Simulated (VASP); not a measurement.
Here is a VASP 6.6.1 calculation.

Contents of POSCAR:

```
Zr
1.0
   -1.8100000000      1.8100000000      1.8100000000
    1.8100000000     -1.8100000000      1.8100000000
    1.8100000000      1.8100000000     -1.8100000000
Zr
1
Direct
    0.0000000000      0.0000000000      0.0000000000
```

File INCAR.step1:

```
SYSTEM = Zr
ALGO = Fast ; EDIFF = 1E-8
EDIFFG = -0.002 ; ENCUT = 600
GGA = PE ; IBRION = 2
ISIF = 3 ; ISMEAR = -1
LASPH = .TRUE. ; LCHARG = .FALSE.
LREAL = .FALSE. ; LWAVE = .FALSE.
NELM = 60 ; NSW = 40
PREC = Accurate ; SIGMA = 0.05
```

Contents of INCAR.step2:

```
SYSTEM = Zr
ALGO = Fast ; EDIFF = 1E-8
ENCUT = 600 ; GGA = PE
IBRION = 6 ; ISIF = 3
ISMEAR = -1 ; LASPH = .TRUE.
LCHARG = .FALSE. ; LREAL = .FALSE.
LWAVE = .FALSE. ; NELM = 60
NFREE = 2 ; NSW = 1
POTIM = 0.015 ; PREC = Accurate
SIGMA = 0.05
```

The input KPOINTS:

```
k-points
0
G
  7 7 7
  0 0 0
```

Potentials or basis: VASP PAW PBE potentials, release 64 (Zr_sv).

Command:

```sh
$ cat potpaw_PBE.64/Zr_sv/POTCAR > POTCAR
$ cp INCAR.step1 INCAR
$ mpirun -np 1 vasp_std > vasp.out
$ cp CONTCAR POSCAR
$ cp INCAR.step2 INCAR
$ mpirun -np 1 vasp_std > vasp.out
```

(1) Predict the elastic constants C11, C12, C44.

(2) Predict the Voigt bulk modulus.

(3) Estimate the space group after relaxing (to 0.05 Å).

(4) Predict the relaxed volume.

Answers

(1) -19, 119, -4 GPa.

(2) 73 GPa.

(3) Im-3m (No. 229).

(4) 23.06 Å³/atom.

Caveat: the elastic tensor has a negative eigenvalue, so either the cell is unstable as it stands or the mesh is too thin.
